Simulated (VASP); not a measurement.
**LiBr in VASP 6.6.1, single-point calculation**

INCAR

```
NSW = 0
PREC = Accurate
NELM = 78
EDIFF = 1E-7
IBRION = -1
LWAVE = .FALSE.
SIGMA = 0.02
ISIF = 2
GGA = RE
LCHARG = .FALSE.
ENCUT = 520
ISMEAR = -1
NBANDS = 12
LASPH = .TRUE.
LREAL = .FALSE.
```

KPOINTS

```
KPOINTS created by Atomic Simulation Environment
0
Gamma
8 8 8
0 0 0
```

POSCAR

```
Li Br
 1.0000000000000000
     0.0000000000000000    2.7395650435999999    2.7806585192000002
     2.7395650435999999    0.0000000000000000    2.7806585192000002
     2.7395650435999999    2.7395650435999999    0.0000000000000000
 Li  Br
   1   1
Cartesian
  0.0000000000000000  0.0000000000000000  0.0000000000000000
  2.7395650435999999  2.7395650435999999  2.7806585192000006
```

The recommended PBE PAW datasets give the neutral cell 10 valence electrons.

Command

```
mpirun -np 1 vasp_std
```

Question: How does this run end, and what does it give?

Answer: It converged. Results: gap between bands v and c on the k mesh 5.09 eV; least direct gap on the k mesh 5.09 eV; pressure 1.4 GPa. Band v is the last that the valence electrons fill when counted band by band, and c is the next.

OSZICAR

```
N       E                     dE             d eps       ncg     rms          rms(c)
DAV:   1     0.421891101543E+02    0.42189E+02   -0.37728E+03  1416   0.748E+02
DAV:   2    -0.364514335394E+01   -0.45834E+02   -0.43937E+02  1828   0.134E+02
DAV:   3    -0.621805349733E+01   -0.25729E+01   -0.25667E+01  1876   0.334E+01
DAV:   4    -0.628697632293E+01   -0.68923E-01   -0.68908E-01  1976   0.533E+00
DAV:   5    -0.628768703991E+01   -0.71072E-03   -0.71069E-03  1844   0.505E-01    0.199E+00
DAV:   6    -0.625911839212E+01    0.28569E-01   -0.65372E-02  1684   0.125E+00    0.126E+00
DAV:   7    -0.626699289592E+01   -0.78745E-02   -0.48418E-02  1820   0.120E+00    0.465E-01
DAV:   8    -0.627108619556E+01   -0.40933E-02   -0.74730E-03  1672   0.565E-01    0.762E-02
DAV:   9    -0.627109693674E+01   -0.10741E-04   -0.15879E-04  1748   0.846E-02    0.425E-02
DAV:  10    -0.627115200890E+01   -0.55072E-04   -0.14010E-04  1656   0.759E-02    0.295E-02
DAV:  11    -0.627116404473E+01   -0.12036E-04   -0.13127E-05  1868   0.210E-02    0.227E-03
DAV:  12    -0.627116662480E+01   -0.25801E-05   -0.10309E-06  1740   0.659E-03    0.537E-03
DAV:  13    -0.627116509622E+01    0.15286E-05   -0.27746E-07  1752   0.323E-03    0.215E-04
DAV:  14    -0.627116518764E+01   -0.91419E-07   -0.44794E-09   936   0.515E-04
   1 F= -.62711652E+01 E0= -.62711652E+01  d E =-.150644E-14
```

For comparison, a separate PBE run of the intended cell, on usual settings and not on those above, gives a gap of 4.91 eV on its mesh and a pressure of 0.0 GPa.
